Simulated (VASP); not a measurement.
# HfB2 (P6/mmm) in VASP: a series of runs

Runs on HfB2. Level: PBEsol. Tasks: single point.

All numbers are computed with VASP 6.6.1; they aren't measurements. Logs are shortened: lines on timing, memory, paths and dates and some standing lists are left out, and cuts for length are marked.

## 1. Starting point

The structure is hexagonal, space group P6/mmm (No. 191). Conventional cell: a = 3.140 Å, b = 3.140 Å, c = 3.480 Å, α = 90.00°, β = 90.00°, γ = 120.00°. Hf (site symmetry 6/mmm) is surrounded by 12 B at 2.51 Å. B (site symmetry -6m2) has 3 B at 1.81 Å as nearest neighbours.

## 2. Single point, PBEsol

INCAR reads:

```
SYSTEM = HfB2
  PREC = Low
  ENCUT = 520
  EDIFF = 1E-7
  ISMEAR = 1
  SIGMA = 0.15
  LREAL = .FALSE.
  LASPH = .TRUE.
  NELM = 100
  ALGO = Normal
  ISIF = 2
  LWAVE = .FALSE.
  LCHARG = .FALSE.
  GGA = PS
  NBANDS = 12
  ADDGRID = .FALSE.
```

KPOINTS reads:

```
Automatic mesh
0
G
  15 15 12
  0 0 0
```

POSCAR reads:

```
HfB2
1.0
    3.1400000000      0.0000000000      0.0000000000
   -1.5700000000      2.7193197679      0.0000000000
    0.0000000000      0.0000000000      3.4800000000
Hf B
1 2
Direct
    0.0000000000      0.0000000000      0.0000000000
    0.6666666667      0.3333333333      0.5000000000
    0.3333333333      0.6666666667      0.5000000000
```

Potentials or basis: VASP PAW PBE potentials, release 64 (Hf, B).

On the command line:

```
$ cat potpaw_PBE.64/Hf/POTCAR potpaw_PBE.64/B/POTCAR > POTCAR
$ mpirun -np 1 vasp_std > vasp.out
```

OUTCAR:

```text
SYSTEM = HfB2
   PREC = Low
   ENCUT = 520
   EDIFF = 1E-7
   ISMEAR = 1
   LREAL = .FALSE.
   LASPH = .TRUE.
   NELM = 100
   ISIF = 2
   GGA = PS

 Found    189 irreducible k-points:

 Following reciprocal coordinates:
            Coordinates               Weight
  0.000000  0.000000  0.000000      1.000000
  0.066667 -0.000000  0.000000      6.000000
  0.133333  0.000000  0.000000      6.000000
  0.200000  0.000000  0.000000      6.000000
  0.266667  0.000000  0.000000      6.000000
  0.333333  0.000000  0.000000      6.000000
   k-points           NKPTS =    189   k-points in BZ     NKDIM =    189   number of bands    NBANDS=     12
   number of dos      NEDOS =    301   number of ions     NIONS =      3
   total plane-waves  NPLWV =   6480
   dimension x,y,z NGX =    18 NGY =   18 NGZ =   20
   dimension x,y,z NGXF=    18 NGYF=   18 NGZF=   20
   ions per type =               1   2
   NGX,Y,Z   is equivalent  to a cutoff of   9.53,  9.53,  9.55 a.u.
   NGXF,Y,Z  is equivalent  to a cutoff of   9.53,  9.53,  9.55 a.u.
 SYSTEM =  HfB2
   PREC   = low       normal or accurate (medium, high low for compatibility)
   ISTART =      0    job   : 0-new  1-cont  2-samecut
   ICHARG =      2    charge: 1-file 2-atom 10-const
   ISPIN  =      1    spin polarized calculation?
   LNONCOLLINEAR =      F non collinear calculations
   LSORBIT =      F    spin-orbit coupling
   LASPH  =      T    aspherical Exc in radial PAW
   ENCUT  =  520.0 eV  38.22 Ry    6.18 a.u.   5.84  5.84  6.47*2*pi/ulx,y,z
   NELM   =    100;   NELMIN=  2; NELMDL= -5     # of ELM steps
   EDIFF  = 0.1E-06   stopping-criterion for ELM
   LREAL  =      F    real-space projection
   EDIFFG = 0.1E-05   stopping-criterion for IOM
   NSW    =      0    number of steps for IOM
   IBRION =     -1    ionic relax: 0-MD 1-quasi-New 2-CG
   NFREE  =      0    steps in history (QN), initial steepest desc. (CG)
   ISIF   =      2    stress and relaxation
   ISYM   =      2    0-nonsym 1-usesym 2-fastsym
   POTIM  = 0.5000    time-step for ionic-motion
   TEBEG  =    0.0;   TEEND  =   0.0 temperature during run
   PSTRESS=    0.0 pullay stress
   NELECT =      10.0000    total number of electrons
   NUPDOWN=      -1.0000    fix difference up-down
   EMIN   =  10.00;   EMAX   =-10.00  energy-range for DOS
   EFERMI =   0.00;   METHOD = LEGACY
   ISMEAR =     1;   SIGMA  =   0.15  broadening in eV -4-tet -1-fermi 0-gaus
   EFERMI_NEDOS =   21; number of points for ismear=-14 and -15
   IALGO  =     38    algorithm
   IMIX   =      4    mixing-type and parameters
     AMIX     =   0.40;   BMIX     =  1.00
     AMIX_MAG =   1.60;   BMIX_MAG =  1.00
  volume/ion in A,a.u.               =       9.90        66.84
  Fermi-wavevector in a.u.,A,eV,Ry     =   1.138724  2.151876 17.642568  1.296692
  Thomas-Fermi vector in A             =   2.275428
   LORBIT       =      0    0 simple, 1 ext, 2 COOP (PROOUT), +10 PAW based schemes
   GGA     = PS    functional components
   LHFCALC =     F    Hartree Fock is set to
   AEXX    =    0.0000 exact exchange contribution
   IVDW    =     0    specifies the selected vdW correction
   LEPSILON=     F    determine dielectric tensor
   LRPA    =     F    only Hartree local field effects (RPA)
 non-spin polarized calculation
 Methfessel and Paxton  Order N= 1 SIGMA  =   0.15
  energy-cutoff  :      520.00
  volume of cell :       29.71
 maximum number of plane-waves:       820
   NGX = 11   NGY = 11   NGZ = 13

 number of electron      10.0000018 magnetization

 Free energy of the ion-electron system (eV)
  ---------------------------------------------------
  ext. energy  EPLUGINS =         0.00000000
  ---------------------------------------------------
  free energy    TOTEN  =       -27.92874388 eV

  energy without entropy =      -27.92884187  energy(sigma->0) =      -27.92877654

 E-fermi :   7.8456     XC(G=0): -12.4561

 val. band max:        7.8155507755   @ k =   0.4000   0.1333   0.0000
 cond. band min:       7.8568757358   @ k =   0.0667   0.0667   0.4167
 fundamental gap:      0.0413249603
 Fermi energy:         7.8456168815

 k-point     1 :       0.0000    0.0000    0.0000
  band No.  band energies     occupation
      1      -5.8949      2.00000
      2       4.7869      2.00000
      3       4.9447      2.00000
      4       4.9447      2.00000
      5       5.0540      2.00000
      6      11.8382      0.00000
      7      11.8382      0.00000
      8      12.5022      0.00000
      9      12.5022      0.00000
     10      12.8166      0.00000
     11      12.8167      0.00000
     12      12.8835      0.00000

 k-point     2 :       0.0667   -0.0000    0.0000
  band No.  band energies     occupation
      1      -5.8029      2.00000
      2       4.6650      2.00000
      3       4.8855      2.00000
      4       4.9399      2.00000
      5       4.9682      2.00000
      6      11.6359      0.00000
      7      11.7697      0.00000
      8      11.9353      0.00000
      9      11.9669      0.00000
     10      13.1859      0.00000
     11      13.5081      0.00000
     12      13.6628      0.00000

 k-point     3 :       0.1333    0.0000    0.0000
  band No.  band energies     occupation
      1      -5.5316      2.00000
      2       3.9544      2.00000
      3       4.7460      2.00000
      4       4.9134      2.00000
      5       5.1424      2.00000
      6      10.6639     -0.00000
      7      11.5632      0.00000
      8      11.5838      0.00000
      9      12.1869      0.00000
     10      13.6738      0.00000
     11      14.3965      0.00000
     12      14.8961      0.00000

 k-point     4 :       0.2000    0.0000    0.0000
  band No.  band energies     occupation
      1      -5.0952      2.00000
      2       3.0218      2.00000
      3       4.4620      2.00000
      4       4.8437      2.00000
      5       5.4302      2.00000
      6      10.0062     -0.00000
      7      11.3286      0.00000
      8      11.5478      0.00000
      9      12.0202      0.00000
     10      13.8479      0.00000
     11      14.9583      0.00000
     12      15.7249      0.00000

 k-point     5 :       0.2667    0.0000    0.0000
  band No.  band energies     occupation
      1      -4.5135      2.00000
      2       2.0030      2.00000
      3       4.1830      2.00000
      4       4.7290      2.00000
      5       5.5302      2.00000
      6       9.9648     -0.00000
      7      11.0583      0.00000
      8      11.4109      0.00000
      9      11.8699      0.00000
     10      13.8879      0.00000
     11      15.7388      0.00000
     12      17.2443      0.00000

 k-point     6 :       0.3333    0.0000    0.0000
  band No.  band energies     occupation
      1      -3.8097      2.00000
      2       0.9637      2.00000
      3       3.9523      2.00000
      4       4.5956      2.00000
      5       5.3660      2.00000
      6      10.6466     -0.00000
      7      10.7563     -0.00000
      8      10.8187     -0.00000
      9      12.4341      0.00000
     10      13.8837      0.00000
     11      16.8535      0.00000
     12      18.1917      0.00000

 [... further k-points ...]

------------------------ aborting loop because EDIFF is reached ----------------------------------------

  FORCE on cell =-STRESS in cart. coord.  units (eV):
  Direction    XX          YY          ZZ          XY          YZ          ZX
  --------------------------------------------------------------------------------------
  -------------------------------------------------------------------------------------
  Total       -0.7294150     -0.7294150     -0.8413410     -0.0000000      0.0000000     -0.0000000
  in kB      -39.3292897    -39.3292897    -45.3642243     -0.0000000      0.0000000     -0.0000000
  external PRESSURE =     -41.3409345 kB  Pullay stress =       0.0000000 kB

 VOLUME and BASIS-vectors are now :
 -----------------------------------------------------------------------------
  energy-cutoff  :      520.00
  volume of cell :       29.71
      direct lattice vectors                 reciprocal lattice vectors
     3.140000000  0.000000000  0.000000000     0.318471338  0.183869512  0.000000000
    -1.570000000  2.719319768  0.000000000     0.000000000  0.367739025  0.000000000
     0.000000000  0.000000000  3.480000000     0.000000000  0.000000000  0.287356322

 POSITION                                       TOTAL-FORCE (eV/Angst)
 -----------------------------------------------------------------------------------
      0.00000      0.00000      0.00000        -0.000000      0.000000      0.000000
      1.57000      0.90644      1.74000         0.000000      0.000000      0.000000
     -0.00000      1.81288      1.74000         0.000000      0.000000     -0.000000
 -----------------------------------------------------------------------------------
    total drift:                                0.000000      0.000000     -0.000000

  FREE ENERGIE OF THE ION-ELECTRON SYSTEM (eV)
  ---------------------------------------------------
  free  energy   TOTEN  =       -27.9287438797 eV

  energy  without entropy=      -27.9288418747  energy(sigma->0) =      -27.92877654
```

Wall time 17 s (1 thread of Intel Xeon Platinum 8559C (Emerald Rapids), shared host); peak memory 0.16 GiB.

The run converged, but some of its settings lie outside the range that counts as converged, so its numbers aren't taken as properties of the crystal.

Results:

* Free energy: -27.9287 eV
* Pressure: -4.1 GPa
* Band gap on the k mesh: none (metal or under the smearing width)

Caveat: the PAW data sets were made with another functional, which shifts forces and pressure a little.

## 3. Single point, PBEsol

INCAR is that of step 2.

KPOINTS is that of step 2.

POSCAR reads:

```
HfB2
1.0
    3.1400000000      0.0000000000      0.0000000000
   -1.5700000000      2.7193197679      0.0000000000
    0.0000000000      0.0000000000      3.4800000000
Hf B
1 2
Direct
   -0.0142630000      0.0046330000     -0.0059370000
    0.6696320000      0.3380360000      0.4871880000
    0.3055440000      0.6904850000      0.5067950000
```

Potentials or basis: VASP PAW PBE potentials, release 64 (Hf, B).

On the command line:

```
$ cat potpaw_PBE.64/Hf/POTCAR potpaw_PBE.64/B/POTCAR > POTCAR
$ mpirun -np 1 vasp_std > vasp.out
```

Run time: 1.8 min. Hardware: 1 thread of Intel Xeon Platinum 8559C (Emerald Rapids), shared host; peak memory 0.58 GiB.

The run converged, but some of its settings lie outside the range that counts as converged, so its numbers aren't taken as properties of the crystal.

What came out:

| Item | Value |
| --- | --- |
| Free energy | -27.7966 eV |
| Pressure | -2.5 GPa |
| Largest force | 1.762 eV/Å |
| Band gap on the k mesh | none (metal or under the smearing width) |

Caveat: the PAW data sets were made with another functional, which shifts forces and pressure a little.

## 4. Single point, PBEsol

INCAR: that of step 3 with these lines changed.

```diff
@@ -1,3 +1,3 @@
 SYSTEM = HfB2
-  PREC = Low
+  PREC = Normal
   ENCUT = 520
```

KPOINTS is that of step 3.

POSCAR reads:

```
HfB2
1.0
    3.1400000000      0.0000000000      0.0000000000
   -1.5700000000      2.7193197679      0.0000000000
    0.0000000000      0.0000000000      3.4800000000
Hf B
1 2
Direct
    0.0000000000      0.0000000000      0.0000000000
    0.6666666667      0.3333333333      0.5000000000
    0.3333333333      0.6666666667      0.5000000000
```

Potentials or basis: VASP PAW PBE potentials, release 64 (Hf, B).

On the command line:

```
$ cat potpaw_PBE.64/Hf/POTCAR potpaw_PBE.64/B/POTCAR > POTCAR
$ mpirun -np 1 vasp_std > vasp.out
```

OUTCAR:

```text
SYSTEM = HfB2
   PREC = Normal
   ENCUT = 520
   EDIFF = 1E-7
   ISMEAR = 1
   LREAL = .FALSE.
   LASPH = .TRUE.
   NELM = 100
   ISIF = 2
   GGA = PS

 Found    189 irreducible k-points:

 Following reciprocal coordinates:
            Coordinates               Weight
  0.000000  0.000000  0.000000      1.000000
  0.066667 -0.000000  0.000000      6.000000
  0.133333  0.000000  0.000000      6.000000
  0.200000  0.000000  0.000000      6.000000
  0.266667  0.000000  0.000000      6.000000
  0.333333  0.000000  0.000000      6.000000
   k-points           NKPTS =    189   k-points in BZ     NKDIM =    189   number of bands    NBANDS=     12
   number of dos      NEDOS =    301   number of ions     NIONS =      3
   total plane-waves  NPLWV =   6480
   dimension x,y,z NGX =    18 NGY =   18 NGZ =   20
   dimension x,y,z NGXF=    36 NGYF=   36 NGZF=   40
   ions per type =               1   2
   NGX,Y,Z   is equivalent  to a cutoff of   9.53,  9.53,  9.55 a.u.
   NGXF,Y,Z  is equivalent  to a cutoff of  19.06, 19.06, 19.11 a.u.
 SYSTEM =  HfB2
   PREC   = normal    normal or accurate (medium, high low for compatibility)
   ISTART =      0    job   : 0-new  1-cont  2-samecut
   ICHARG =      2    charge: 1-file 2-atom 10-const
   ISPIN  =      1    spin polarized calculation?
[... 74 lines left out ...]
     10      12.8166      0.00000
     11      12.8166      0.00000
     12      12.8833      0.00000
[... 61 lines left out ...]
 k-point     6 :       0.3333    0.0000    0.0000
  band No.  band energies     occupation
      1      -3.8098      2.00000
      2       0.9636      2.00000
      3       3.9523      2.00000
      4       4.5957      2.00000
      5       5.3661      2.00000
      6      10.6466     -0.00000
      7      10.7564     -0.00000
      8      10.8187     -0.00000
      9      12.4341      0.00000
     10      13.8837      0.00000
     11      16.8536      0.00000
     12      18.1917      0.00000

 [... further k-points ...]

------------------------ aborting loop because EDIFF is reached ----------------------------------------

  FORCE on cell =-STRESS in cart. coord.  units (eV):
  Direction    XX          YY          ZZ          XY          YZ          ZX
  --------------------------------------------------------------------------------------
  -------------------------------------------------------------------------------------
  Total       -0.7293673     -0.7293673     -0.8406397      0.0000000     -0.0000000      0.0000000
  in kB      -39.3267197    -39.3267197    -45.3264072      0.0000000     -0.0000000      0.0000000
  external PRESSURE =     -41.3266155 kB  Pullay stress =       0.0000000 kB

 VOLUME and BASIS-vectors are now :
 -----------------------------------------------------------------------------
  energy-cutoff  :      520.00
  volume of cell :       29.71
      direct lattice vectors                 reciprocal lattice vectors
     3.140000000  0.000000000  0.000000000     0.318471338  0.183869512  0.000000000
    -1.570000000  2.719319768  0.000000000     0.000000000  0.367739025  0.000000000
     0.000000000  0.000000000  3.480000000     0.000000000  0.000000000  0.287356322

 POSITION                                       TOTAL-FORCE (eV/Angst)
 -----------------------------------------------------------------------------------
      0.00000      0.00000      0.00000         0.000000      0.000000      0.000000
      1.57000      0.90644      1.74000         0.000000      0.000000     -0.000000
     -0.00000      1.81288      1.74000        -0.000000     -0.000000      0.000000
 -----------------------------------------------------------------------------------
    total drift:                                0.000000     -0.000000     -0.000000

  FREE ENERGIE OF THE ION-ELECTRON SYSTEM (eV)
  ---------------------------------------------------
  free  energy   TOTEN  =       -27.9287455376 eV

  energy  without entropy=      -27.9288434606  energy(sigma->0) =      -27.92877818
```

Run time: 17 s. Hardware: 1 thread of Intel Xeon Platinum 8559C (Emerald Rapids), shared host; peak memory 0.18 GiB.

These settings aren't checked as converged: the numbers below hold their error.

What came out:

| Item | Value |
| --- | --- |
| Free energy | -27.9287 eV |
| Pressure | -4.1 GPa |
| Band gap on the k mesh | none (metal or under the smearing width) |

Caveat: the PAW data sets were made with another functional, which shifts forces and pressure a little.

[end of part 1 of 2]
